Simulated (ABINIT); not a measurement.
The system is GaP.

```
Ga P
1.0
     0.00000    2.72525    2.72525
     2.72525    0.00000    2.72525
     2.72525    2.72525    0.00000
Ga P
1 1
Cartesian
  0.0000 0.0000 0.0000
  4.0879 4.0879 4.0879
```

Base run:

```yaml
Program: ABINIT 10.8.3 (patched build)
Functional: PBE-EpsX
Potentials_or_basis: SPMS NC PBE v1.0
Cutoff: 816 eV
k_mesh: 6 × 6 × 6
Occupations: fixed
Spin: no spin polarisation
```

Its results: band gap on the k mesh 2.19 eV, indirect (least direct gap 2.44 eV).

The run is repeated on the same cell with these changes: functional from PBE-EpsX to B3LYP; occupations from fixed to fermi-dirac, width 0.05 eV. What comes out?

Band gap on the k mesh 2.96 eV, indirect (least direct gap 3.06 eV).

Caveats: exact exchange is summed on a coarse mesh, which widens gaps by tenths of an eV.

A k mesh can miss the band edges.
